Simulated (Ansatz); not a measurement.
**GaN (P6_3mc), random displacements**

All numbers below come from Ansatz 0.2.0, DFT PBEsol, scalar-relativistic, plane waves, PAW. The runs took a 420 eV cutoff, a Γ-centred 12×12×6 mesh and Gaussian smearing (0.05 eV). No spin polarisation. Energies are free energies at this smearing, counted from the undisturbed cell; pressure is positive in compression.

The undisturbed cell (relaxed at this level):

```yaml
crystal:
  lattice:
    - [3.18258, 0.00000, 0.00000]
    - [-1.59129, 2.75619, 0.00000]
    - [0.00000, 0.00000, 5.18543]
  atoms:
    - { symbol: Ga, position: [0.33333, 0.66667, 0.99919] }
    - { symbol: Ga, position: [0.66667, 0.33333, 0.49919] }
    - { symbol: N, position: [0.33333, 0.66667, 0.37581] }
    - { symbol: N, position: [0.66667, 0.33333, 0.87581] }
```

The atoms are displaced (Å, in the unstrained cell):

| atom | ux | uy | uz |
| --- | --- | --- | --- |
| Ga1 | -0.004 | 0.000 | -0.008 |
| Ga2 | -0.020 | 0.019 | -0.024 |
| N3 | -0.023 | -0.011 | 0.013 |
| N4 | 0.046 | -0.009 | 0.020 |

Strain (Voigt, engineering shear): (-0.0013, 0.0119, -0.0040, 0.0066, -0.0207, -0.0033).

What are the energy change, the stress and the forces?

ΔE = 14.6 meV/atom; stress (xx, yy, zz, yz, xz, xy; compression positive) (2.04, -3.40, -0.84, -1.07, 3.04, 2.36) GPa; gap on the mesh 1.78 eV.
```tsv
atom	Fx (eV/Å)	Fy	Fz
Ga1	0.71	0.06	0.11
Ga2	0.14	-0.51	0.49
N3	0.01	0.50	-0.20
N4	-0.85	-0.06	-0.39
```

Cost: 1 run of about 0.87 core-minutes, on Intel Xeon Processor @ 2.70GHz (shared hosts).